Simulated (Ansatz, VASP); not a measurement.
## One calculation of BN, two programs

```xyz
2
Lattice="0.0000 1.8871 1.7546 1.7546 0.0000 1.7546 1.7546 1.8871 0.0000" Properties=species:S:1:pos:R:3 pbc="T T T"
B     0.0000    0.0000    0.0000
N     2.6320    2.8307    2.6320
```

Alike in both runs: task single point; functional PBE; k mesh 12 × 12 × 12; occupations gaussian, width 0.05 eV; no spin polarisation.

```csv
,VASP,Ansatz
version,VASP 6.6.1,Ansatz 0.2.0
potentials or method,"VASP PAW PBE potentials, release 64 (B, N)","scalar-relativistic, plane waves, PAW"
plane-wave cutoff (eV),520,520
valence electrons in the cell,8,8
```

```tsv
	VASP	Ansatz	Ansatz less VASP
gap on the k mesh at the Fermi level (eV)	3.81	3.82	+0.012
least direct gap on the mesh (eV)	8.50	8.51	+0.011
pressure (GPa)	9.7	9.4	-0.27
largest component of the traceless stress (GPa)	33.45	33.44	-0.014
```

With one functional, cell and mesh, what is left measures potentials, basis and numerics.

A k mesh can miss the band edges.
